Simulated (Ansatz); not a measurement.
Crystal: CdS (Hawleyite).

```
Cd S
1.0
     0.00000    2.91650    2.91650
     2.91650    0.00000    2.91650
     2.91650    2.91650    0.00000
Cd S
1 1
Direct
  0.00000 0.00000 0.00000
  0.75000 0.75000 0.75000
```

Base run:

```yaml
Program: Ansatz 0.2.0
Functional: PBE
Potentials_or_basis: Ansatz PAW
Cutoff: "420 eV (not typed: the program's choice for these potentials)"
k_mesh: 6 × 6 × 6
Occupations: fermi-dirac, width 0.05 eV
Spin: spin-orbit coupling, no magnetisation
```

Its results: band gap on the k mesh 1.13 eV, direct; pressure 2.8 GPa.

The run is repeated on the same cell with these changes: functional from PBE to LDA. What comes out?

Band gap on the k mesh 0.85 eV, direct; pressure -2.5 GPa.

LDA binds more tightly than PBE, so the same cell stands under less pressure.

Caveats: the PAW data sets come from PBE, with cores solved anew for the run's functional, which leaves a small shift of forces and pressure (some runs).
